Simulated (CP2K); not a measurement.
Here is a CP2K 2026.2 calculation.

snse_bands.inp

```
&GLOBAL
  PROJECT snse_bands
  RUN_TYPE ENERGY_FORCE
  PRINT_LEVEL LOW
&END GLOBAL
&FORCE_EVAL
  METHOD QS
  STRESS_TENSOR ANALYTICAL
  &DFT
    BASIS_SET_FILE_NAME BASIS_MOLOPT_UZH
    POTENTIAL_FILE_NAME GTH_POTENTIALS
    &MGRID
      CUTOFF 450
      REL_CUTOFF 60
      NGRIDS 5
    &END MGRID
    &QS
      METHOD GPW
      EPS_DEFAULT 1.0E-10
    &END QS
    &KPOINTS
      SCHEME MONKHORST-PACK 6 6 3
      GAMMA_CENTERED T
      SYMMETRY T
      SYMMETRY_BACKEND SPGLIB
    &END KPOINTS
    &SCF
      SCF_GUESS ATOMIC
      EPS_SCF 1.0E-6
      MAX_SCF 100
      ADDED_MOS 14
      CHOLESKY OFF
      EPS_EIGVAL 1.0E-7
      &DIAGONALIZATION ON
        ALGORITHM STANDARD
      &END DIAGONALIZATION
      &MIXING ON
        METHOD BROYDEN_MIXING
        ALPHA 0.4
        BETA 1.5
        NBUFFER 8
      &END MIXING
      &SMEAR ON
        METHOD FERMI_DIRAC
        ELECTRONIC_TEMPERATURE [K] 1160.452
      &END SMEAR
    &END SCF
    &XC
      &XC_FUNCTIONAL
        &LDA_X
        &END LDA_X
        &LDA_C_PW
        &END LDA_C_PW
      &END XC_FUNCTIONAL
    &END XC
    &PRINT
      &KPOINTS ON
      &END KPOINTS
      &MULLIKEN ON
      &END MULLIKEN
      &MO ON
        ENERGIES T
        OCCUPATION_NUMBERS T
        &EACH
          QS_SCF 0
        &END EACH
        ADD_LAST NUMERIC
      &END MO
      &LOWDIN ON
      &END LOWDIN
      &HIRSHFELD ON
        SHAPE_FUNCTION DENSITY
      &END HIRSHFELD
      &BAND_STRUCTURE
        FILE_NAME bands.bs
        ADDED_MOS 4
        &KPOINT_SET
          UNITS B_VECTOR
          NPOINTS 10
          SPECIAL_POINT GAMMA 0.00000000 0.00000000 0.00000000
          SPECIAL_POINT X 0.00000000 0.50000000 0.00000000
          SPECIAL_POINT M 0.50000000 0.50000000 0.00000000
          SPECIAL_POINT GAMMA 0.00000000 0.00000000 0.00000000
          SPECIAL_POINT Z 0.00000000 0.00000000 0.50000000
          SPECIAL_POINT R 0.00000000 0.50000000 0.50000000
          SPECIAL_POINT A 0.50000000 0.50000000 0.50000000
          SPECIAL_POINT Z 0.00000000 0.00000000 0.50000000
        &END KPOINT_SET
        &KPOINT_SET
          UNITS B_VECTOR
          NPOINTS 10
          SPECIAL_POINT X 0.00000000 0.50000000 0.00000000
          SPECIAL_POINT R 0.00000000 0.50000000 0.50000000
        &END KPOINT_SET
        &KPOINT_SET
          UNITS B_VECTOR
          NPOINTS 10
          SPECIAL_POINT M 0.50000000 0.50000000 0.00000000
          SPECIAL_POINT A 0.50000000 0.50000000 0.50000000
        &END KPOINT_SET
      &END BAND_STRUCTURE
    &END PRINT
  &END DFT
  &SUBSYS
    &CELL
      ABC 4.2853274191 4.2853274191 10.9906921300
      ALPHA_BETA_GAMMA 90.0000000000 90.0000000000 90.0000000000
      PERIODIC XYZ
    &END CELL
    &COORD
      SCALED
      Sn  0.0000000000 0.5000000000 0.6277708900
      Sn  0.5000000000 0.0000000000 0.3722291100
      Se  0.0000000000 0.5000000000 0.3839605100
      Se  0.5000000000 0.0000000000 0.6160394900
    &END COORD
    &KIND Sn
      BASIS_SET TZVP-MOLOPT-PBE-GTH-q4
      POTENTIAL GTH-PADE-q4
    &END KIND
    &KIND Se
      BASIS_SET TZVP-MOLOPT-PBE-GTH-q6
      POTENTIAL GTH-PADE-q6
    &END KIND
    &PRINT
      &ATOMIC_COORDINATES ON
      &END ATOMIC_COORDINATES
      &CELL ON
      &END CELL
    &END PRINT
  &END SUBSYS
  &PRINT
    &FORCES ON
    &END FORCES
    &STRESS_TENSOR ON
    &END STRESS_TENSOR
  &END PRINT
&END FORCE_EVAL
```

Potentials or basis: GTH_POTENTIALS Sn GTH-PADE-q4, Se GTH-PADE-q6; TZVP-MOLOPT-PBE-GTH basis.

Command:

```console
$ OMP_NUM_THREADS=1 mpirun -n 3 cp2k.psmp -i snse_bands.inp -o snse_bands.out
```

(1) Estimate the band gap along the path.

(2) Predict the Mulliken charges.

## Answers

(1) 0.84 eV, direct.

(2) Sn +0.29; Se -0.29 e.

Caveat: spin-orbit coupling is left out, which moves the levels of the heavy elements; the basis of atomic orbitals isn't converged, which shifts pressures, moduli and gaps.
